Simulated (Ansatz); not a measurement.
# Localised basis functions on generalised stacking fault on (111) (glide set) of a GaP-AlP solid solution (72 atoms)

Wanted: errors and times of a linear-scaling basis for generalised stacking fault on (111) (glide set) of a GaP-AlP solid solution (72 atoms). A setting counts as converged where the r.m.s. difference of forces stays under 1 % of the r.m.s. force.

Calculated with Ansatz 0.2.0; Kohn-Sham DFT, PBE, PAW (set soft_2), plane waves.

Most raw output is cut from this account.

## 1. The starting structure

The cell holds 72 atoms: 18 Al, 36 P and 18 Ga. Cell: a = 6.683 Å, b = 11.576 Å, c = 19.176 Å, α = 90.0°, β = 85.0°, γ = 90.0°. It derives from GaP and AlP. Zinc-blende GaP lattice (a = 5.4569 Å, the value set for the mixture), cell with z along [111], 1 x 3 x 2 periods; the third cell vector is tilted by 0.250 of 1/2[11-2] and lengthened by 0.2 Å, so the cell holds one fault (glide set); displaced by a Gaussian of 0.01 Å; 18 of 36 Ga sites given to Al at random (lattice constant by Vegard's rule between GaP and AlP).

Limits known from the start: The host structure and its lattice constant were typed by rule, without a check against the phase diagram.

## 2. Plane-wave single point

This run is the reference for what follows, at a cutoff of 420 eV.

Input file input.yaml:

```yaml
crystal:
  lattice:
    - [6.68331, 0.0, 0.0]
    - [0.0, 11.57583, 0.0]
    - [1.67083, 0.0, 19.10326]
  atoms:
    - { symbol: Al, position: [0.49482, 0.16469, 0.0197] }
    - { symbol: P, position: [0.46731, 0.16679, 0.14378] }
    - { symbol: Ga, position: [0.78555, 0.16707, 0.18567] }
    - { symbol: P, position: [0.75866, 0.16841, 0.30947] }
    - { symbol: Ga, position: [0.99591, 0.00086, 0.0202] }
    - { symbol: P, position: [0.95979, 0.99994, 0.14529] }
    - { symbol: Al, position: [0.28788, 0.00026, 0.18533] }
    - { symbol: P, position: [0.25524, 0.99992, 0.30897] }
[... 60 atom lines left out ...]
    - { symbol: Ga, position: [0.95648, 0.50025, 0.84606] }
    - { symbol: P, position: [0.92314, 0.49922, 0.97104] }
    - { symbol: Al, position: [0.95846, 0.83486, 0.84413] }
    - { symbol: P, position: [0.92391, 0.83301, 0.96964] }
kpoints:
  mp_grid: { grid: [2, 1, 1] }
hamiltonian:
  xc: pbe
scf:
  occupations: { method: gaussian, width: 0.025 }
output:
  forces: true
  stress: true
  populations: true
  dos:
    method: { smearing: { sigma: 0.15 } }
    de: 0.1
    projected: { site_lists: { Al: [Al], Ga: [Ga], P: [P] } }
  eigenvalues: true
  write_density: true
  write_potential: true
  volumetric_format: npy
  elf: true
```

On the command line:

```
$ ansatz run input.yaml --threads 4 --pin off --max-ram 8192MiB --backend cpu --events-out ev --progress --plain --runs-dir out
```

The job ended after 45 s (4 threads of Arm Neoverse V2, shared host; peak memory 4.5 GiB; 2.9 min of CPU time).

Numbers from this run:

| Property | Result |
| --- | --- |
| free energy | -105004.4397 eV |
| free energy per atom | -1458.3950 eV/atom |
| SCF cycles | 9 |
| pressure | 2.571 GPa |
| r.m.s. force component | 0.3706 eV/Å |
| longest force | 1.611 eV/Å |
| Fermi energy | 7.304 eV |
| gap (highest filled to lowest empty level) | 0.622 eV |
| spilling of the projection | 0.00442 |

The r.m.s. force component of 0.37 eV/Å sets the scale for the differences below.

## 3. Support functions low

The cell is solved in localised support functions. The level low gives here a grid of 30×54×90 points and a radius of 4.09 Å.

This step: Kohn-Sham DFT, PBE, PAW (set soft_2), localised support functions (low) (Ansatz 0.2.0).

input.yaml, the sections that differ from step 2:

```yaml
scf:
  occupations: { method: gaussian, width: 0.025 }
  eigensolver: { kind: { support_functions: { accuracy: low } } }
  mixing: { beta: 0.4 }
  max_iter: 150
output:
  forces: true
  eigenvalues: true
# crystal, kpoints, hamiltonian: as in step 2
```

Run time: 91 s. Hardware: 4 threads; peak memory 2.8 GiB.

The program notes that the band table was not solved further than the SCF left it and it switched symmetry off.

Keys that differ from the reference: support_functions.accuracy = "low", scf.max_iter = 150 and scf.mixing.beta = 0.4.

Forces differ from the reference by 0.38 meV/Å r.m.s., 0.10 % of their size, well within a tolerance of 1 %; the energy by -0.85 meV/atom. It took 91 s and 12 cycles; the reference's time can't be set against it, since the two runs asked for unlike analyses.

## 4. Support functions medium

The level medium is asked for. Here it resolves to the same grid and radius as in the run with support functions low, so the basis is not new.

This step: Kohn-Sham DFT, PBE, PAW (set soft_2), localised support functions (medium) (Ansatz 0.2.0).

input.yaml, the sections that differ from step 3:

```yaml
scf:
  occupations: { method: gaussian, width: 0.025 }
  eigensolver: { kind: { support_functions: { accuracy: medium } } }
  mixing: { beta: 0.4 }
  max_iter: 150
# crystal, kpoints, hamiltonian, output: as in step 3
```

Wall time 1.7 min (4 threads); peak memory 2.8 GiB.

Keys that differ from the reference: support_functions.accuracy = "medium", scf.max_iter = 150 and scf.mixing.beta = 0.4.

Forces differ from the reference by 0.37 meV/Å r.m.s., 0.099 % of their size, well within a tolerance of 1 %; the energy by -0.85 meV/atom. It took 1.7 min and 13 cycles; the reference's time can't be set against it, since the two runs asked for unlike analyses.

## 5. Support functions medium, radius 3.27 Å

The radius confines each support function; a larger one gives more freedom and more work per atom.

input.yaml, the sections that differ from step 4:

```yaml
scf:
  occupations: { method: gaussian, width: 0.025 }
  eigensolver: { kind: { support_functions: { accuracy: medium, radius: 3.27 } } }
  mixing: { beta: 0.4 }
  max_iter: 150
# crystal, kpoints, hamiltonian, output: as in step 4
```

The job ended after 1.6 s (4 threads; peak memory 0.31 GiB).

The program refuses radii under 3.89 Å for these atoms at this level.

## 6. Support functions medium, radius 3.6 Å

input.yaml, the sections that differ from step 5:

```yaml
scf:
  occupations: { method: gaussian, width: 0.025 }
  eigensolver: { kind: { support_functions: { accuracy: medium, radius: 3.6 } } }
  mixing: { beta: 0.4 }
  max_iter: 150
# crystal, kpoints, hamiltonian, output: as in step 5
```

Run time: 1.6 s. Hardware: 4 threads; peak memory 0.31 GiB.

The program refuses radii under 3.89 Å for these atoms at this level.

## 7. Another try, on a changed input

A doubtful change is made on purpose, to see how the program answers.

This step: Kohn-Sham DFT, PBE, PAW (set soft_2), plane waves (Ansatz 0.2.0).

input.yaml, the sections that differ from step 6:

```yaml
scf:
  occupations: { method: gaussian, width: 0.025 }
  max_iter: 60
output:
  forces: true
basis:
  ecutwfc: "400 K"
# crystal, kpoints, hamiltonian: as in step 6
```

Wall time 0.03 s (4 threads); peak memory 0.12 GiB.

The input was rejected at the start.

The program's message: “Error: inconsistent input (basis.ecutwfc, kpoints): the smallest per-k basis holds n_pw = 0 plane waves (k-point 1, counted from 0 among those solved) but the deck needs at least 235 band(s) per chann …”

The fault in the input: a cutoff in the wrong unit (basis.ecutwfc = "400 K"). The fix is to take out basis.ecutwfc.

Runs without a result: support functions medium, radius 3.27 Å (error); support functions medium, radius 3.6 Å (error).

## 8. What each setting buys

Differences are against the plane-wave reference (Kohn-Sham DFT, PBE, PAW (set soft_2), plane waves), whose r.m.s. force component is 0.371 eV/Å. Energies are set beside the reference only for runs with its functional, potentials and electron count. Times are for 4 threads of Arm Neoverse V2, shared host. The reference's time includes the DOS, ELF, the stress and grids, which some other runs skip.

| run | Δ force, r.m.s. (meV/Å) | share of r.m.s. force (%) | Δ energy (meV/atom) | Δ gap (eV) | cycles | time | host memory (GiB) |
| --- | --- | --- | --- | --- | --- | --- | --- |
| reference | - | - | - | - | 9 | 45 s | 4.5 |
| support functions low | 0.375 | 0.101 | -0.853 | -6.0e-4 | 12 | 91 s | 2.8 |
| support functions medium | 0.367 | 0.0989 | -0.853 | -6.0e-4 | 13 | 1.7 min | 2.8 |

## 9. The reference in detail

The comparisons rest on this run, so its electronic structure is set out here.

Neighbours are counted within 2.68 Å (P-Al), 2.68 Å (P-Ga).

Length of the force by element and coordination:

| element | coordination | atoms | mean length of the force (eV/Å) | spread | least | most |
| --- | --- | --- | --- | --- | --- | --- |
| Al | all | 18 | 0.463 | 0.498 | 0.107 | 1.60 |
| Al | 3 | 3 | 1.55 | 0.0365 | 1.52 | 1.60 |
| Al | 4 | 15 | 0.245 | 0.111 | 0.107 | 0.484 |
| Ga | all | 18 | 0.410 | 0.402 | 0.140 | 1.30 |
| Ga | 3 | 3 | 1.29 | 0.0115 | 1.27 | 1.30 |
| Ga | 4 | 15 | 0.234 | 0.0896 | 0.140 | 0.448 |
| P | all | 36 | 0.475 | 0.450 | 0.103 | 1.61 |
| P | 3 | 6 | 1.46 | 0.0852 | 1.32 | 1.61 |
| P | 4 | 30 | 0.279 | 0.105 | 0.103 | 0.541 |

Löwdin charges by element and coordination (they lack the spilled electrons, 0.029 e an atom on average):

| element | coordination | atoms | mean charge (e) | spread | least | most |
| --- | --- | --- | --- | --- | --- | --- |
| Al | all | 18 | 0.412 | 0.0123 | 0.401 | 0.441 |
| Al | 3 | 3 | 0.438 | 0.0028 | 0.434 | 0.441 |
| Al | 4 | 15 | 0.407 | 0.0046 | 0.401 | 0.417 |
| Ga | all | 18 | 0.0767 | 0.0159 | 0.061 | 0.113 |
| Ga | 3 | 3 | 0.109 | 0.003 | 0.106 | 0.113 |
| Ga | 4 | 15 | 0.0702 | 0.0071 | 0.061 | 0.0814 |
| P | all | 36 | -0.187 | 0.0714 | -0.351 | -0.0858 |
| P | 3 | 6 | -0.214 | 0.0605 | -0.308 | -0.147 |
| P | 4 | 30 | -0.181 | 0.0721 | -0.351 | -0.0858 |

States in the cell by windows of 1 eV, zero at the Fermi level; the larger projections on atomic orbitals stand beside the total:

| from (eV) | to (eV) | total | P p | Ga p | Al p | Ga s | Al s | P s |
| --- | --- | --- | --- | --- | --- | --- | --- | --- |
| -14 | -13 | 2.0 | 0.0 | 0.1 | 0.1 | 0.5 | 0.3 | 1.0 |
| -13 | -12 | 16.0 | 0.6 | 1.7 | 1.9 | 2.5 | 1.4 | 7.6 |
| -12 | -11 | 33.6 | 1.0 | 4.4 | 4.4 | 2.5 | 2.0 | 18.6 |
| -11 | -10 | 20.4 | 0.3 | 3.1 | 2.7 | 0.5 | 0.6 | 12.7 |
| -10 | -8 | 0.0 | 0.0 | 0.0 | 0.0 | 0.0 | 0.0 | 0.0 |
| -8 | -7 | 21.6 | 10.0 | 0.9 | 1.0 | 7.3 | 1.4 | 1.0 |
| -7 | -6 | 28.1 | 14.4 | 1.5 | 1.4 | 3.5 | 5.1 | 2.0 |
| -6 | -5 | 21.0 | 11.8 | 2.4 | 2.1 | 0.8 | 2.1 | 1.5 |
| -5 | -4 | 30.4 | 18.2 | 4.4 | 4.2 | 0.8 | 1.2 | 1.2 |
| -4 | -3 | 56.0 | 37.3 | 8.4 | 7.7 | 0.6 | 0.7 | 0.7 |
| -3 | -2 | 42.4 | 31.2 | 5.2 | 4.7 | 0.2 | 0.3 | 0.3 |
| -2 | -1 | 15.5 | 12.6 | 1.4 | 1.0 | 0.0 | 0.0 | 0.1 |
| -1 | 0 | 1.0 | 0.9 | 0.0 | 0.0 | 0.0 | 0.0 | 0.0 |
| 0 | 1 | 15.5 | 2.4 | 2.1 | 3.3 | 2.6 | 0.7 | 2.6 |
| 1 | 2 | 42.2 | 7.9 | 6.8 | 7.2 | 5.0 | 3.9 | 5.5 |
| 2 | 3 | 38.9 | 8.3 | 7.6 | 7.7 | 1.8 | 4.0 | 2.9 |

Between -17 and -14 eV lie 180 more states.

The levels nearest the highest filled one (over half full), pooled over k-points and spins:

| level less the highest filled one (eV) | occupation |
| --- | --- |
| -1.20 | 2 |
| -1.14 | 2 |
| -1.12 | 2 |
| -1.09 | 2 |
| -1.06 | 2 |
| 0 | 2 |
| 0.622 | 0 |
| 0.802 | 0 |
| 0.946 | 0 |
| 1.02 | 0 |
| 1.03 | 0 |
| 1.05 | 0 |

Electrostatic potential energy in the ca plane at fractional y = 0.000, with atoms of Ga and P and Al within 0.2 Å of it. With pseudopotentials it is smooth inside the atoms' cores, unlike the true potential.

Ten even steps from '0' (-54 eV) to '9' (10 eV), each cell a mean:
```
03899999999999998655689866789999999999999986
15899999999999997555678510379999999999999997
68999999999999997555578400059999999999999999
99999999999999998665688610169999999999999999
99999999988899999877899864589999999999999999
99999999766689987789999998899999999999999999
99999998655578841268999999999999999889999999
99999998655568710038999999999999997667999888
99999999755568720028999999999999986556797424
88899999876789863368999999999999986555786100
76789988888999998889999999999999986555786100
67778863368999999999999999999999998667898422
78868840027999999999999998777899988888999877
67768840016999999999999987676788645799999999
76678862137999999999999986787687300389999999
88899987779999999999999987787687200279999998
68999999999999999999999998766788410489999986
15899999999999999878899998888899866799999986
```
Columns run along c (16.0 Å, from fractional 0.17 to 1.00 of the cell; values clipped at the 3rd and 97th percentile), rows up along a (6.7 Å). Atoms in or near the plane, at fractional coordinates: Al at (0.19, 0.29), P at (0.31, 0.26), Ga at (0.35, 0.58), P at (0.48, 0.55), Ga at (0.52, 0.87), P at (0.64, 0.84), Al at (0.68, 0.16), P at (0.80, 0.13), Ga at (0.85, 0.46), P at (0.97, 0.42).

ELF in the ca plane at fractional y = 0.000, with atoms of Ga and P and Al within 0.2 Å of it. It is the smooth field of the valence electrons, not physical close to the nuclei.

Ten even steps from '0' (0.01) to '9' (0.94), each cell a mean:
```
00026950037410000000000122112258889985223567
21236862257410000000000122000269724885100123
22225777787410000000000122010269500475100000
11112456765200001111001343211268611575100000
00000123332100012222224577532247766774100000
10000000000000012212247789974224567763000001
42000000000000022100248855886201234431000122
74200000000000122010149810276200001100000122
76300000111000232100248820276200000000000121
66300012222123466432247765776200000000000121
56300012211257789874324567774100001100001221
76310012000289976887311235542000012211124553
87300011011299930277300001110000122212467888
75210134310289930166300000000000121001798879
32212368974368852576300000000000110111899413
22224689998435667776200000000001232001899300
10136888998511345653100011211112578622798513
01026961378510012221000012222235799984467777
```
Columns run along c (16.0 Å, from fractional 0.00 to 0.83 of the cell), rows up along a (6.7 Å). Atoms in or near the plane, at fractional coordinates: Ga at (0.02, 0.00), P at (0.15, 0.96), Al at (0.19, 0.29), P at (0.31, 0.26), Ga at (0.35, 0.58), P at (0.48, 0.55), Ga at (0.52, 0.87), P at (0.64, 0.84), Al at (0.68, 0.16), P at (0.80, 0.13).

Forces differ by site in this geometry: P atoms with 3 neighbours bear 1.5 eV/Å on average, against 0.28 eV/Å for those with 4. Mean Löwdin charges: Al +0.41, Ga +0.08, P -0.19 e (they miss 0.44 % of the electrons, so they add up to more than the cell's charge). Charges this small depend on the projection, at times even in sign.

## 10. Local order

These statistics describe the geometry on which the runs were made.

Density 3.21 g/cm³, 20.53 Å³ an atom.

Pair distribution functions g(r), in bins of 0.2 Å:

| r (Å) | total | P-P | P-Al | P-Ga | Al-Al | Al-Ga | Ga-Ga |
| --- | --- | --- | --- | --- | --- | --- | --- |
| 2.20 | 0.55 | 0.00 | 1.10 | 1.10 | 0.00 | 0.00 | 0.00 |
| 2.40 | 5.13 | 0.00 | 10.25 | 10.20 | 0.00 | 0.00 | 0.00 |
| 2.60 | 0.00 | 0.00 | 0.00 | 0.00 | 0.00 | 0.00 | 0.00 |
| 2.80 | 0.00 | 0.00 | 0.00 | 0.00 | 0.00 | 0.00 | 0.00 |
| 3.00 | 0.16 | 0.00 | 0.31 | 0.31 | 0.00 | 0.00 | 0.00 |
| 3.20 | 0.00 | 0.00 | 0.00 | 0.00 | 0.00 | 0.00 | 0.00 |
| 3.40 | 0.00 | 0.00 | 0.00 | 0.00 | 0.00 | 0.00 | 0.00 |
| 3.60 | 0.00 | 0.00 | 0.00 | 0.00 | 0.00 | 0.00 | 0.00 |
| 3.80 | 6.15 | 12.30 | 0.00 | 0.00 | 11.20 | 13.65 | 10.70 |
| 4.00 | 0.32 | 0.47 | 0.17 | 0.17 | 0.47 | 0.35 | 0.70 |
| 4.20 | 0.16 | 0.00 | 0.31 | 0.31 | 0.00 | 0.00 | 0.00 |
| 4.40 | 0.33 | 0.29 | 0.41 | 0.32 | 0.19 | 0.29 | 0.38 |
| 4.60 | 4.00 | 0.00 | 7.95 | 8.05 | 0.00 | 0.00 | 0.00 |
| 4.80 | 0.12 | 0.00 | 0.23 | 0.23 | 0.00 | 0.00 | 0.00 |
| 5.00 | 0.00 | 0.00 | 0.00 | 0.00 | 0.00 | 0.00 | 0.00 |
| 5.20 | 0.10 | 0.21 | 0.00 | 0.00 | 0.14 | 0.21 | 0.28 |
| 5.40 | 1.56 | 2.71 | 0.38 | 0.38 | 2.81 | 2.86 | 2.44 |
| 5.60 | 0.25 | 0.03 | 0.49 | 0.49 | 0.00 | 0.00 | 0.00 |
| 5.80 | 0.23 | 0.32 | 0.13 | 0.13 | 0.32 | 0.21 | 0.54 |
| 6.00 | 2.44 | 0.00 | 4.92 | 4.86 | 0.00 | 0.00 | 0.00 |
| 6.20 | 0.00 | 0.00 | 0.00 | 0.00 | 0.00 | 0.00 | 0.00 |
| 6.40 | 0.22 | 0.31 | 0.11 | 0.18 | 0.35 | 0.18 | 0.44 |
| 6.60 | 3.32 | 6.51 | 0.06 | 0.04 | 7.21 | 6.22 | 6.94 |
| 6.80 | 0.60 | 1.25 | 0.00 | 0.02 | 0.89 | 1.45 | 0.89 |
| 7.00 | 1.64 | 0.00 | 3.37 | 3.18 | 0.00 | 0.00 | 0.00 |
| 7.20 | 0.62 | 0.24 | 0.94 | 1.05 | 0.07 | 0.31 | 0.21 |
| 7.40 | 0.36 | 0.37 | 0.30 | 0.38 | 0.54 | 0.24 | 0.54 |
| 7.60 | 0.54 | 0.72 | 0.36 | 0.31 | 0.75 | 0.84 | 0.62 |

Bonds by pair of elements; cutoffs follow the first minimum of g(r), held within bounds set by covalent radii, and pairs that aren't listed don't count as bonded:

| pair A-B | cutoff (Å) | bonds | mean length (Å) | spread (Å) | shortest (Å) | B about A | A about B |
| --- | --- | --- | --- | --- | --- | --- | --- |
| P-Al | 2.68 | 69 | 2.35 | 0.04 | 2.21 | 1.92 | 3.83 |
| P-Ga | 2.68 | 69 | 2.35 | 0.039 | 2.23 | 1.92 | 3.83 |

How many atoms have how many bonded neighbours:

| element | mean | 3 | 4 |
| --- | --- | --- | --- |
| Al | 3.83 | 3 | 15 |
| Ga | 3.83 | 3 | 15 |
| P | 3.83 | 6 | 30 |

Rings of the network by King's shortest-path rule, up to 12 atoms, one path for each pair of neighbours; H, halogens, alkali and alkaline-earth atoms are left out, and the last column divides by all other atoms, bonded or not:

| ring size (atoms) | rings | per network atom |
| --- | --- | --- |
| 6 | 112 | 1.56 |
| 8 | 9 | 0.125 |

For some of the pairs, g(r) has its first main peak near 3.86 Å (P-P), 2.35 Å (P-Al), 2.35 Å (P-Ga), 3.87 Å (Al-Al), 3.86 Å (Al-Ga) and 3.87 Å (Ga-Ga). By these cutoffs 83 % of Al atoms have 4, 83 % of Ga atoms have 4 and 83 % of P atoms have 4 bonded neighbours. Rings of 6 atoms are the most common (93 % of those counted); sizes run from 6 to 8.

The surroundings of Ga37, which has 3 bonded neighbours where the commonest count for Ga is 4, nearest first, numbered as they follow in the input and with coordinates relative to it.

| atom | x | y | z | distance (Å) | bonds | Löwdin charge (e) | Fx | Fy | Fz (eV/Å) |
| --- | --- | --- | --- | --- | --- | --- | --- | --- | --- |
| Ga37 | 0.00 | 0.00 | 0.00 | 0.00 | 3 | 0.11 | 1.30 | -0.07 | 0.07 |
| P72 | -0.56 | 1.92 | -0.98 | 2.23 | 3 | -0.15 | -1.39 | 0.14 | -0.41 |
| P70 | -0.56 | -1.94 | -0.96 | 2.24 | 3 | -0.20 | -1.56 | 0.28 | -0.28 |
| P38 | 0.00 | 0.01 | 2.36 | 2.36 | 4 | -0.18 | -0.12 | -0.18 | -0.05 |
| P68 | 2.79 | 0.00 | -1.01 | 2.97 | 3 | -0.17 | -1.32 | -0.01 | -0.02 |
| Al39 | 2.21 | -0.01 | 3.13 | 3.83 | 4 | 0.41 | 0.18 | -0.06 | 0.23 |
| Ga33 | 3.34 | 1.91 | -0.01 | 3.85 | 3 | 0.11 | 1.29 | 0.05 | 0.08 |
| Al35 | -1.11 | 1.93 | 3.14 | 3.85 | 4 | 0.41 | -0.17 | -0.13 | 0.09 |
| Ga33 | -3.34 | 1.91 | -0.01 | 3.85 | 3 | 0.11 | 1.29 | 0.05 | 0.08 |
| Al11 | 3.34 | -1.93 | -0.02 | 3.85 | 3 | 0.44 | 1.53 | -0.09 | 0.10 |
| Ga13 | -1.13 | -1.94 | 3.14 | 3.86 | 4 | 0.08 | 0.12 | 0.11 | -0.12 |
| Ga5 | 0.01 | 3.86 | -0.02 | 3.86 | 3 | 0.11 | 1.25 | -0.06 | 0.24 |
| Al11 | -3.35 | -1.93 | -0.02 | 3.86 | 3 | 0.44 | 1.53 | -0.09 | 0.10 |
| Al15 | 0.01 | -3.87 | 0.00 | 3.87 | 3 | 0.43 | 1.52 | -0.12 | 0.04 |
| Ga69 | -0.55 | -1.93 | -3.34 | 3.90 | 4 | 0.08 | -0.13 | -0.02 | 0.21 |
| Al71 | -0.54 | 1.94 | -3.38 | 3.94 | 4 | 0.41 | -0.23 | -0.21 | 0.37 |
| P68 | -3.89 | 0.00 | -1.01 | 4.02 | 3 | -0.17 | -1.32 | -0.01 | -0.02 |

The column of bonds counts only the pairs P-Al within 2.68 Å, P-Ga within 2.68 Å; other neighbours, such as metal atoms beside each other in a compound, aren't counted, and periodic images can show an atom twice.

## 11. Results

* free energy per atom: -1458.3950 eV/atom
* density: 3.209 g/cm³
* pressure: 2.571 GPa
* r.m.s. force component: 0.3706 eV/Å
* gap (highest filled to lowest empty level): 0.622 eV
* wall time of the 3 DFT runs: 3.9 min

Against plane waves at 420 eV, the forces differ by 0.37 meV/Å (0.099 %) with support functions medium. At 72 atoms the fastest of the runs at a preset level, support functions low, takes roughly 2.0 times the time of plane waves (whose run also made extra analyses, so the like-for-like ratio is larger), in 12 SCF cycles against 9. Differences between support functions and plane waves include what basis error the plane-wave run still has.

Between filled and empty levels lie 0.622 eV on the run's k-points; the mesh holds the band edges only if they fold onto it, so the gap at this level can be narrower or closed, while semilocal functionals tend to narrow gaps against experiment. Forces differ by site in this geometry: P atoms with 3 neighbours bear 1.5 eV/Å on average, against 0.28 eV/Å for those with 4. Counting bonds as in the table, 83 % of Al atoms have 4, 83 % of Ga atoms have 4 and 83 % of P atoms have 4 bonded neighbours.

Caveats: The geometry was built by rule, was displaced at random and isn't relaxed at this level: its force components are 0.37 eV/Å r.m.s. The stress is far from hydrostatic: its diagonal is 1.3, 5.2, 1.3 GPa, compression counted positive. The pressure of 2.6 GPa belongs to a cell and atoms that aren't relaxed at this level.

[Logs are printed without paths, hosts, clocks, repeated set-up lines and the standing remarks that a program may print on its own settings, such as how far it seeks lower states.]

[Hosts, paths, dates, database ids (printed as entryN), source tags and the programs' standing remarks are cut or masked in the printed files.]
